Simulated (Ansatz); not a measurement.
# InP (F-43m) in Ansatz: further runs

Aim: see how the results for InP move with the level of theory and the settings. Levels: BPBE, PBE. Tasks: relaxation of cell and atoms, single point.

All numbers are computed with Ansatz 0.2.0; they aren't measurements. Logs are shortened: lines on timing, memory, paths and dates and some standing lists are left out, and cuts for length are marked.

**Measured values to compare with.**

From a printed reference work, data compilation, for a bulk crystal of InP at 1.6 K: band gap 1.4236 eV (direct).

The results are compared with them further down.

## (1) The structure

It takes space group F-43m (No. 216, cubic). Conventional cell: a = 5.861 Å, b = 5.861 Å, c = 5.861 Å, α = 90.00°, β = 90.00°, γ = 90.00°. In (site symmetry -43m) has 4 P at 2.54 Å as nearest neighbours. P (site symmetry -43m) is surrounded by 4 In at 2.54 Å.

## (2) Relaxation of cell and atoms, BPBE

input.yaml

```yaml
crystal:
  lattice:
    - [0.0, 2.9305, 2.9305]
    - [2.9305, 0.0, 2.9305]
    - [2.9305, 2.9305, 0.0]
  atoms:
    - { symbol: In, position: [0.0, 0.0, 0.0] }
    - { symbol: P, position: [0.75, 0.75, 0.75] }
hamiltonian:
  xc: { exchange: b88, correlation: pbe }
  pseudopotentials: { kind: paw }
kpoints:
  mp_grid: { grid: [8, 8, 8] }
scf:
  occupations: { method: fermi_dirac, width: 0.05 }
output:
  forces: true
  stress: true
  write_density: true
  write_potential: true
  elf: true
  volumetric_format: npy
relax:
  f_tol: 0.01
  max_steps: 40
  cell: { stress_tol: 0.05 }
```

Potentials or basis: Ansatz PAW.

On the command line:

```sh
$ ansatz run input.yaml --threads 2 --pin off --max-ram 5120MiB --backend cpu --events-out ev --progress --plain --runs-dir out
```

The program printed:

```text
Warning: RAYON_NUM_THREADS=2 ignored (pool sized by the plan → 2); use --threads N
Engine: ansatz 0.2.0, x86_64-unknown-linux-gnu
Pseudopotentials: kind: paw
Pseudopotential: In, paw, valence charge 13, recommended cutoff 420 eV (normal), In.paw.azcp
Pseudopotential: P, paw, valence charge 5, recommended cutoff 420 eV (normal), P.paw.azcp
Functional definition: unnamed
  exchange = b88_x
  correlation = pbe_c
Crystal: 2 atoms, lattice volume = 50.333 Å³
Basis set: ecut = 420 eV, 941 PW (Γ), exchange–correlation on 60×60×60 points (8 copies of the dense FFT grid, shifted against one another)
Bands: 13, of which v1, the nominal top of the filled ones, is band 9 counted from 1 (8 counted from 0)
Symmetry: 24 space group operations
Space group: F-43m (ITA 216), of the structure as read, at distance tolerance 3.7e-5 Å
k-points: 29 of 512 (time reversal used)
Non-local potential: In, projectors of the file, l = 0: 2, l = 1: 2, l = 2: 2, l = 3: 2
Non-local potential: P, projectors of the file, l = 0: 2, l = 1: 2, l = 2: 2
PAW form: soft (Blöchl's): semilocal exchange-correlation on the pseudo side does not see the compensation charge
PAW frozen core: In, regenerated for the run's functional, and the local potential with it (the file was generated under x = pbe(κ = 0.804, μ = 0.2195149727645171), c = pbe(β = 0.06672455060314922))
PAW frozen core: P, regenerated for the run's functional, and the local potential with it (the file was generated under x = pbe(κ = 0.804, μ = 0.2195149727645171), c = pbe(β = 0.06672455060314922))
PAW one-centre angular grid: In, 590 points (default); XC on 64 Gauss nodes
PAW one-centre angular grid: P, 110 points (default); XC on 64 Gauss nodes
Initial density: superposition of atomic densities (neutral atoms: chi_scale 0, normalization atom), corrected by the library's trained network
Initial wavefunctions: pseudopotential atomic-orbital guess
Functional: x = b88, c = pbe(β = 0.06672455060314922)
SCF iter   1: F=—  HF=-6376.508254 eV  |F-HF|=—  |Δ(HF+E_count)|=         —  Δρ=2.09e-3  dr2=4.59e-3  ethr=1.77e-3  ⟨swp⟩=6.3  Hψ=2546  notcnv=0
preconditioner: auto → none  [insulator: Δε(μ)=0.681 eV  Ē_g=14.765 eV  σ=0.050 eV  W_gap=1.00  n_scr=14 (ndim 8)  ℏωp=22.2 eV  f_vac=0.021  D(μ)=0.00/eV (n_scr^D=0)  ε∞_Penn≈3.3]
SCF iter   2: F=—  HF=-6376.506133 eV  |F-HF|=—  |Δ(HF+E_count)|=   2.12e-3  Δρ=1.37e-3  dr2=8.28e-4  ethr=2.55e-5  ⟨swp⟩=2.0  Hψ=968  notcnv=0
SCF iter   3: F=—  HF=-6376.505906 eV  |F-HF|=—  |Δ(HF+E_count)|=   2.26e-4  Δρ=4.74e-4  dr2=8.63e-5  ethr=4.60e-6  ⟨swp⟩=2.1  Hψ=629  notcnv=0
SCF iter   4: F=—  HF=-6376.505960 eV  |F-HF|=—  |Δ(HF+E_count)|=   5.41e-5  Δρ=1.53e-4  dr2=8.48e-6  ethr=4.79e-7  ⟨swp⟩=2.0  Hψ=649  notcnv=0
SCF iter   5: F=—  HF=-6376.505958 eV  |F-HF|=—  |Δ(HF+E_count)|=   1.79e-6  Δρ=4.90e-5  dr2=1.53e-6  ethr=4.71e-8  ⟨swp⟩=2.0  Hψ=642  notcnv=0
SCF iter   6: F=-6376.505958 eV  HF=-6376.505958 eV  |F-HF|=3.14e-9  |Δ(HF+E_count)|=   1.76e-7  Δρ=5.79e-6  dr2=3.24e-8  ethr=5.56e-10  ⟨swp⟩=9.1  Hψ=2744  notcnv=0
SCF 1 converged in 6 iterations: F = -6376.505958 eV  dr2 = 3.24e-8
relax step   1: F+E_penalty+E_count = -6376.50595832 eV  Δ(F+E_penalty+E_count) = +0.000e0 eV  max|allowed force component| = 2.776e-16 eV/Å  Δτ_max = 0.0000 Å  P = +3.250 GPa  Ω = 50.333 Å³  (6 SCF iters, dr2 threshold 1.00e-7 eV, accepted)
Crystal: 2 atoms, lattice volume = 53.131 Å³
Basis set: ecut = 420 eV, 1037 PW (Γ), exchange–correlation on 60×60×60 points (8 copies of the dense FFT grid, shifted against one another)
Initial density: handed on by an earlier stage of this run
Initial wavefunctions: those handed on with the density
iter 1 solved again at ethr=3.18e-5 eV; its pass at ethr=3.10e-3 eV (dr2=5.73e-3 eV) is discarded
SCF iter   1: F=—  HF=-6376.530423 eV  |F-HF|=—  |Δ(HF+E_count)|=         —  Δρ=2.36e-3  dr2=5.66e-3  ethr=3.18e-5  ⟨swp⟩=2.0  Hψ=2948  notcnv=0
preconditioner: auto → none  [insulator: Δε(μ)=0.385 eV  Ē_g=14.540 eV  σ=0.050 eV  W_gap=0.95  n_scr=14 (ndim 8)  ℏωp=21.6 eV  f_vac=0.030  D(μ)=0.01/eV (n_scr^D=0)  ε∞_Penn≈3.2]
SCF iter   2: F=—  HF=-6376.529245 eV  |F-HF|=—  |Δ(HF+E_count)|=   1.18e-3  Δρ=8.85e-4  dr2=4.47e-4  ethr=3.14e-5  ⟨swp⟩=2.0  Hψ=540  notcnv=0
SCF iter   3: F=—  HF=-6376.529279 eV  |F-HF|=—  |Δ(HF+E_count)|=   3.44e-5  Δρ=3.87e-4  dr2=8.32e-5  ethr=2.48e-6  ⟨swp⟩=3.0  Hψ=658  notcnv=0
SCF iter   4: F=—  HF=-6376.529326 eV  |F-HF|=—  |Δ(HF+E_count)|=   4.69e-5  Δρ=2.02e-4  dr2=2.27e-5  ethr=4.62e-7  ⟨swp⟩=2.9  Hψ=667  notcnv=0
SCF iter   5: F=—  HF=-6376.529334 eV  |F-HF|=—  |Δ(HF+E_count)|=   7.98e-6  Δρ=4.41e-5  dr2=1.13e-6  ethr=1.26e-7  ⟨swp⟩=3.0  Hψ=669  notcnv=0
SCF iter   6: F=-6376.529335 eV  HF=-6376.529335 eV  |F-HF|=1.13e-8  |Δ(HF+E_count)|=   1.11e-6  Δρ=4.72e-6  dr2=1.83e-8  ethr=1.11e-9  ⟨swp⟩=10.0  Hψ=2532  notcnv=0
SCF 2 converged in 6 iterations: F = -6376.529335 eV  dr2 = 1.83e-8
  Residual-converged pass: ⟨swp⟩=1.0  Hψ=494  notcnv=0  max |occ|·‖R‖ = 6.8e-9 eV (tolerance 1.0e-8 eV)  dr2=1.83e-8  dr2_onsite=7.85e-10  max |Δocc| = 1.7e-10
relax step   2: F+E_penalty+E_count = -6376.52933524 eV  Δ(F+E_penalty+E_count) = -2.338e-2 eV  max|allowed force component| = 1.041e-16 eV/Å  Δτ_max = 0.0000 Å  P = -0.324 GPa  Ω = 53.131 Å³  energy of the carried Pulay correction = -6.045e-4 eV  (6 SCF iters, dr2 threshold 2.00e-7 eV, accepted)
Crystal: 2 atoms, lattice volume = 52.865 Å³
iter 1 solved again at ethr=2.31e-7 eV; its pass at ethr=3.10e-3 eV (dr2=4.15e-5 eV) is discarded
SCF iter   1: F=—  HF=-6376.529695 eV  |F-HF|=—  |Δ(HF+E_count)|=         —  Δρ=2.10e-4  dr2=4.38e-5  ethr=2.31e-7  ⟨swp⟩=3.0  Hψ=2646  notcnv=0
preconditioner: auto → none  [insulator: Δε(μ)=0.430 eV  Ē_g=14.542 eV  σ=0.050 eV  W_gap=0.97  n_scr=14 (ndim 8)  ℏωp=21.7 eV  f_vac=0.019  D(μ)=0.00/eV (n_scr^D=0)  ε∞_Penn≈3.2]
SCF iter   2: F=—  HF=-6376.529685 eV  |F-HF|=—  |Δ(HF+E_count)|=   9.96e-6  Δρ=7.88e-5  dr2=3.42e-6  ethr=2.31e-7  ⟨swp⟩=2.0  Hψ=486  notcnv=0
SCF iter   3: F=—  HF=-6376.529685 eV  |F-HF|=—  |Δ(HF+E_count)|=   4.34e-8  Δρ=3.39e-5  dr2=6.05e-7  ethr=1.90e-8  ⟨swp⟩=3.0  Hψ=665  notcnv=0
SCF iter   4: F=-6376.529685 eV  HF=-6376.529685 eV  |F-HF|=1.73e-8  |Δ(HF+E_count)|=   2.88e-7  Δρ=1.77e-5  dr2=1.64e-7  ethr=1.11e-9  ⟨swp⟩=9.5  Hψ=2287  notcnv=0
SCF 3 converged in 4 iterations: F = -6376.529685 eV  dr2 = 1.64e-7
relax step   3: F+E_penalty+E_count = -6376.52968493 eV  Δ(F+E_penalty+E_count) = -3.497e-4 eV  max|allowed force component| = 1.203e-16 eV/Å  Δτ_max = 0.0000 Å  P = -0.028 GPa  Ω = 52.865 Å³  energy of the carried Pulay correction = -5.484e-4 eV  (4 SCF iters, dr2 threshold 2.00e-7 eV, accepted)
Initial wavefunctions: pseudopotential atomic-orbital guess (no wavefunctions were taken with the density)
iter 1 solved again at ethr=1.05e-6 eV; its pass at ethr=3.10e-3 eV (dr2=1.88e-4 eV) is discarded
SCF iter   1: F=—  HF=-6376.530240 eV  |F-HF|=—  |Δ(HF+E_count)|=         —  Δρ=6.72e-5  dr2=4.93e-7  ethr=1.05e-6  ⟨swp⟩=3.3  Hψ=3461  notcnv=0
eigensolver tolerance schedule: the retry pair's looser diagonalisation over-reported the residual by 381.15 of it (diagonalisation noise at 0.15 of the residual, at the tolerance the schedule requests for it); recorded, not acted on — ethr = c·dr2/N_el stays at c = 1.0e-1
preconditioner: auto → none  [insulator: Δε(μ)=0.428 eV  Ē_g=14.543 eV  σ=0.050 eV  W_gap=0.97  n_scr=14 (ndim 8)  ℏωp=21.7 eV  f_vac=0.019  D(μ)=0.00/eV (n_scr^D=0)  ε∞_Penn≈3.2]
SCF iter   2: F=—  HF=-6376.530244 eV  |F-HF|=—  |Δ(HF+E_count)|=   3.77e-6  Δρ=3.11e-5  dr2=1.20e-7  ethr=2.74e-9  ⟨swp⟩=2.4  Hψ=649  notcnv=0
SCF iter   3: F=—  HF=-6376.530245 eV  |F-HF|=—  |Δ(HF+E_count)|=   7.45e-7  Δρ=8.31e-6  dr2=2.22e-8  ethr=6.66e-10  ⟨swp⟩=2.6  Hψ=660  notcnv=0
SCF iter   4: F=—  HF=-6376.530245 eV  |F-HF|=—  |Δ(HF+E_count)|=   2.58e-8  Δρ=1.58e-6  dr2=6.14e-10  ethr=1.24e-10  ⟨swp⟩=2.0  Hψ=665  notcnv=0
SCF iter   5: F=—  HF=-6376.530245 eV  |F-HF|=—  |Δ(HF+E_count)|=   1.50e-9  Δρ=4.81e-7  dr2=5.78e-11  ethr=3.41e-12  ⟨swp⟩=2.4  Hψ=517  notcnv=0
SCF iter   6: F=-6376.530245 eV  HF=-6376.530245 eV  |F-HF|=6.37e-12  |Δ(HF+E_count)|=  1.59e-10  Δρ=1.06e-7  dr2=3.44e-12  ethr=1.00e-12  ⟨swp⟩=7.6  Hψ=1989  notcnv=0
SCF 4 converged in 6 iterations: F = -6376.530245 eV  dr2 = 3.44e-12
relax step   4: F+E_penalty+E_count = -6376.53024480 eV  Δ(F+E_penalty+E_count) = -5.599e-4 eV  max|allowed force component| = 6.939e-17 eV/Å  Δτ_max = 0.0000 Å  P = -0.026 GPa  Ω = 52.865 Å³  stress off target by 2.59e-2 GPa  SCF on the basis re-selected at this cell (its energy is not comparable with the rows above)  (6 SCF iters)
basis re-selected at this cell: Δ(F+E_penalty+E_count) = -5.599e-4 eV, ΔP = +0.002 GPa vs the last step (what re-selecting the basis moved, of the pressure what is left beyond the Pulay correction that the steps carried, after the strain that the cell walked since its last selection, with what the two solves' SCF thresholds leave and, on support functions, any second-order correction that the steps lacked; it is no measure of the basis error at this ecutwfc). This SCF's stress stands 2.59e-2 GPa from its target on what of the cell is left free (relax.cell.stress_tol is 5.00e-2 GPa) and its largest allowed force component is 6.94e-17 eV/Å (relax.f_tol is 1.00e-2 eV/Å): within both
SCF converged after 6 iterations
Free energy (F): -6376.530245 eV
Harris-Foulkes:  -6376.530245 eV  (|F-HF|=6.37e-12)
Internal energy: -6376.530187 eV  (E = F + TS)
E sigma→0 (E₀):  -6376.530216 eV
Entropy (-TS):   -0.000057 eV (-0.029 meV/atom)
Fermi energy:    6.600268 eV
--- Per-component energies (eV) ---
  E_band       = -61.873568
  E_kinetic    = 312.314013
  E_local      = -1428.422564  (includes V_loc(G=0)·N_el)
  E_nonlocal   = 401.826427
  E_hartree    = 562.485797
  E_xc         = -276.960255
  E_vxc        = -159.572566  (∫ρ·V_xc dr)
  E_paw        = -4746.737725  (= ΣΔE_a)
  E_vpaw       = -312.990451  (= ΣTr[D̂ρ^β])
  E_aug_tail   = 0.000028  (compensation charges beyond the density's cutoff)
  E_ewald      = -1200.900937
  E_core_change = -0.134971  (= ΣΔE_core)
  E_smearing   = -0.000057  (= −TS)
  E_closure    = 0.000000  (closes the sum)
  Σ components = -6376.530245   (vs F -6376.530245, Δ=0.00e0)
--- Forces (eV/Å), atoms counted from 1 ---
  atom   1  In    -0.00000000     0.00000000     0.00000000
  atom   2  P      0.00000000    -0.00000000    -0.00000000
  max |Σ_I F_I| component: 8.79e-17 eV/Å
--- Stress (GPa, compression-positive) ---
       -0.025946       0.000000       0.000000
        0.000000      -0.025946       0.000000
        0.000000       0.000000      -0.025946
  P = ⅓ Tr σ = -0.0259 GPa (-0.259 kbar)
--- Band table (eV; the first three rows and the last of 29) ---
  k-point 0: bands = ["-7.7622", "-7.7622", "-7.7622", "-7.6327", "-7.6327", "-4.8406", "6.3532", "6.3532", "6.3532", "6.7813", "10.4349", "10.4349", "10.4349"]
  k-point 1: bands = ["-7.7772", "-7.7559", "-7.7559", "-7.6326", "-7.6326", "-4.6760", "4.7970", "6.1822", "6.1822", "7.8028", "10.5500", "10.6950", "10.6950"]
  k-point 2: bands = ["-7.8121", "-7.7425", "-7.7425", "-7.6304", "-7.6304", "-4.2173", "2.9980", "5.8381", "5.8381", "7.9961", "11.1036", "11.1036", "11.5305"]
  k-point 28: bands = ["-7.8882", "-7.7118", "-7.6807", "-7.6496", "-7.6198", "-2.6113", "0.9399", "3.6029", "3.6572", "10.5222", "10.6411", "11.7905", "12.5632"]
--- Relaxed structure (3 steps of the walk, 3 accepted, 1 SCFs on fresh bases) ---
  F+E_penalty+E_count = -6376.53024480 eV   max|allowed force component| = 6.939e-17 eV/Å   (the final SCF, on the basis selected at the relaxed cell)
  cell:  # Å, volume = 52.8651 Å³
    - [1.019074406579118e-33, 2.978834908299076, 2.978834908299076]
    - [2.978834908299076, 8.611178735593546e-33, 2.978834908299076]
    - [2.978834908299076, 2.978834908299076, 7.08256712572487e-33]
  atoms:
    - { symbol: In, position: [1.7333698100396978e-33, -1.623836172754409e-33, -1.968867130203069e-33] }
    - { symbol: P, position: [0.75, 0.75, 0.75] }
```

Wall time 13 s (2 threads of Intel Xeon at 2.50GHz (Skylake/Cascade Lake), shared host); peak memory 0.37 GiB.

Results:

- Free energy: -6376.5302 eV
- Relaxed volume: 26.43 Å³/atom
- Relaxed cell: a = 4.213 Å, b = 4.213 Å, c = 4.213 Å, α = 60.00°, β = 60.00°, γ = 60.00°
- Space group after relaxing (to 0.05 Å): F-43m (No. 216)
- Energy gained by relaxing: 12.1 meV/atom
- Ionic steps: 4
- Pressure after relaxing: 0.0 GPa
- Band gap on the k mesh: 0.43 eV, direct

Step by step:
```tsv
step	energy change (eV)	largest force (eV/Å)	volume (Å³)
1	0.0000	0.0000	50.33
2	-0.0234	0.0000	53.13
3	-0.0237	0.0000	52.87
4	-0.0243	0.0000	52.87
```

Final structure:
```
In P
1.0
     0.00000    2.97883    2.97883
     2.97883    0.00000    2.97883
     2.97883    2.97883    0.00000
In P
1 1
Direct
  0.00000 0.00000 0.00000
  0.75000 0.75000 0.75000
```

Caveat: the plane-wave basis is chosen anew once the cell has moved, so the energies of steps on either side of that aren't comparable; spin-orbit coupling is left out, which moves the levels of the heavy elements; the PAW data sets come from PBE, with cores solved anew for the run's functional, which leaves a small shift of forces and pressure. Zero-point motion and thermal expansion aren't in these numbers.

(Continued in part 2 of 2.)
